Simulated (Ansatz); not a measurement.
Caesium (dhcp) across density functionals

All rows: Ansatz, plane waves with scalar-relativistic PAW, 420 eV (500 eV for the SCAN forms), relaxed under each functional, no dispersion correction, no zero-point motion. B₀ comes from uniform scaling at fixed shape; a dash is a value not given.

| functional | V (Å³/atom) | cell | B₀ (GPa) | magnetic state | ΔE to bcc (meV/atom) |
| --- | --- | --- | --- | --- | --- |
| r²SCAN | 124.03 | a = 5.583 Å, c = 18.381 Å (c/a = 3.292) | 2 | spin not included | 2 |
| PBEsol | 110.45 | a = 5.385 Å, c = 17.589 Å (c/a = 3.266) | 2 | spin not included | -2 |
| LDA | 96.23 | a = 5.138 Å, c = 16.837 Å (c/a = 3.277) | 2 | spin not included | -1 |
| revPBE | 129.10 | a = 5.664 Å, c = 18.589 Å (c/a = 3.282) | 2 | spin not included | -1 |
| RPBE | 131.38 | a = 5.697 Å, c = 18.697 Å (c/a = 3.282) | 2 | spin not included | -1 |
| BLYP | 124.82 | a = 5.604 Å, c = 18.354 Å (c/a = 3.275) | 2 | spin not included | -5 |

(1) What does PBE give?

## Answers

(1) V (Å³/atom): 116.81; cell: a = 5.479 Å, c = 17.970 Å (c/a = 3.280); B₀ (GPa): 2; magnetic state: spin not included; ΔE to bcc (meV/atom): -2.
